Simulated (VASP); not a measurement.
# CaH (Fm-3m) in VASP: further runs, part 3 of 3

VASP 6.6.1.

## (5) Single point, LDA

The input, INCAR:

```
SYSTEM = CaH
PREC = Accurate
ENCUT = 900
EDIFF = 1E-6
ISMEAR = -5
SIGMA = 0.05
LREAL = .FALSE.
LASPH = .TRUE.
NELM = 100
ALGO = Normal
ISIF = 2
LWAVE = .FALSE.
LCHARG = .TRUE.
GGA = CA
LELF = .TRUE.
LVHAR = .TRUE.
NBANDS = 12
```

The input, KPOINTS:

```
regular mesh
0
G
  9 9 9
  0 0 0
```

The input, POSCAR:

```
CaH
1.0
    0.0000000000      2.5728200000      2.5728200000
    2.5728200000      0.0000000000      2.5728200000
    2.5728200000      2.5728200000      0.0000000000
Ca H
1 1
Direct
    0.5000000000      0.5000000000      0.5000000000
    0.0000000000      0.0000000000      0.0000000000
```

Potentials or basis: VASP PAW LDA potentials, release 64 (Ca_sv, H_h).

On the command line:

```sh
> cat potpaw_LDA.64/Ca_sv/POTCAR potpaw_LDA.64/H_h/POTCAR > POTCAR
> mpirun -np 1 vasp_std > vasp.out
```

OUTCAR:

```text
SYSTEM = CaH
   PREC = Accurate
   ENCUT = 900
   EDIFF = 1E-6
   ISMEAR = -5
   LREAL = .FALSE.
   LASPH = .TRUE.
   NELM = 100
   ISIF = 2
   GGA = CA

 ion  position               nearest neighbor table
   1  0.500  0.500  0.500-
   2  0.000  0.000  0.000-

  LATTYP: Found a face centered cubic cell.
 ALAT       =     5.1456400000

  Lattice vectors:

 A1 = (   0.0000000000,   2.5728200000,   2.5728200000)
 A2 = (   2.5728200000,   0.0000000000,   2.5728200000)
 A3 = (   2.5728200000,   2.5728200000,   0.0000000000)

Analysis of symmetry for initial positions (statically):
=====================================================================
 Subroutine PRICEL returns:
 Original cell was already a primitive cell.

 Routine SETGRP: Setting up the symmetry group for a
 face centered cubic supercell.

 Subroutine GETGRP returns: Found 48 space group operations
 (whereof 48 operations were pure point group operations)
 out of a pool of 48 trial point group operations.

The static configuration has the point symmetry O_h .
[... 173 lines left out ...]
      1     -37.7519      2.00000
      2     -18.9252      2.00000
      3     -18.9252      2.00000
      4     -18.9252      2.00000
      5      -3.6377      2.00000
      6       5.6604      0.00000
      7       5.6604      0.00000
      8       5.6604      0.00000
      9       7.0213      0.00000
     10       7.0213      0.00000
     11       8.7699      0.00000
     12      13.2586      0.00000
[... 331 lines left out ...]
 k-point    24 :       0.4444    0.4444    0.0000
  band No.  band energies     occupation
      1     -37.6994      2.00000
      2     -19.2189      2.00000
      3     -19.0363      2.00000
      4     -19.0363      2.00000
      5      -1.5228      2.00000
      6       3.5053      0.00000
      7       4.1428      0.00000
      8       7.9141      0.00000
      9       7.9699      0.00000
     10       7.9699      0.00000
     11       9.4150      0.00000
     12       9.9589      0.00000

 [... further k-points ...]

------------------------ aborting loop because EDIFF is reached ----------------------------------------

  FORCE on cell =-STRESS in cart. coord.  units (eV):
  Direction    XX          YY          ZZ          XY          YZ          ZX
  --------------------------------------------------------------------------------------
  -------------------------------------------------------------------------------------
  Total       -0.6741446     -0.6741446     -0.6741446     -0.0000000     -0.0000000      0.0000000
  in kB      -31.7106715    -31.7106715    -31.7106715     -0.0000000     -0.0000000      0.0000000
  external PRESSURE =     -31.7106715 kB  Pullay stress =       0.0000000 kB

 VOLUME and BASIS-vectors are now :
 -----------------------------------------------------------------------------
  energy-cutoff  :      900.00
  volume of cell :       34.06
      direct lattice vectors                 reciprocal lattice vectors
     0.000000000  2.572820000  2.572820000    -0.194339285  0.194339285  0.194339285
     2.572820000  0.000000000  2.572820000     0.194339285 -0.194339285  0.194339285
     2.572820000  2.572820000  0.000000000     0.194339285  0.194339285 -0.194339285

 POSITION                                       TOTAL-FORCE (eV/Angst)
 -----------------------------------------------------------------------------------
      2.57282      2.57282      2.57282        -0.000000     -0.000000     -0.000000
      0.00000      0.00000      0.00000         0.000000      0.000000      0.000000
 -----------------------------------------------------------------------------------
    total drift:                                0.000000      0.000000      0.000000

  FREE ENERGIE OF THE ION-ELECTRON SYSTEM (eV)
  ---------------------------------------------------
  free  energy   TOTEN  =        -6.2827040376 eV

  energy  without entropy=       -6.2827040376  energy(sigma->0) =       -6.28270404
```

Wall time 39 s (1 thread of Intel Xeon Platinum 8259CL at 2.50GHz (Skylake/Cascade Lake), shared host); peak memory 0.19 GiB.

What came out:

| Quantity | Value |
| --- | --- |
| Free energy | -6.2827 eV |
| Pressure | -3.2 GPa |
| Band gap on the k mesh | none (metal or under the smearing width) |

Caveat: tetrahedron occupations give inexact forces and stress in metals.

## (6) Summary

| task | level | potentials or basis | cell | k mesh | cutoff (eV) | smearing | grid for exact exchange (PRECFOCK) | screening parameter | other keys | mesh quality | gap on the mesh (eV) | pressure (GPa) |
| --- | --- | --- | --- | --- | --- | --- | --- | --- | --- | --- | --- | --- |
| relaxation of cell and atoms | PBE | VASP PAW PBE potentials, release 64 (Ca_sv, H) | relaxed | 9 × 9 × 9 | 600 | gaussian 0.05 eV | - | - | - | not flagged | none | 0.1 |
| relaxation of the atoms | PBEsol | VASP PAW PBE potentials, release 64 (Ca_sv, H) | atoms relaxed | 9 × 9 × 9 | 520 | gaussian 0.05 eV | - | - | - | not flagged | none | -1.4 |
| single point | HSE06+TS | VASP PAW PBE potentials, release 64 (Ca_sv, H) | as given | 5 × 5 × 5 | 600 | gaussian 0.1 eV | Fast | 0.200000 1/A | ENCUT = 600; PREC = Normal | coarse | none | -4.7 |
| single point | LDA | VASP PAW LDA potentials, release 64 (Ca_sv, H_h) | as given | 9 × 9 × 9 | 900 | tetrahedron | - | - | - | not flagged | none | -3.2 |

Alike in all rows: no spin polarisation.

Caveats: some runs use coarse meshes; the PAW data sets were made with another functional, which shifts forces and pressure a little (some runs); the relaxation stopped at its first step, so nothing moved (some runs); atom-pairwise D2, TS and ULG terms overbind metals (some runs); pairwise dispersion overbinds metals, which lowers pressure and volume (some runs); tetrahedron occupations give inexact forces and stress in metals (some runs).

Absolute energies hang on the potentials; compare differences alone.
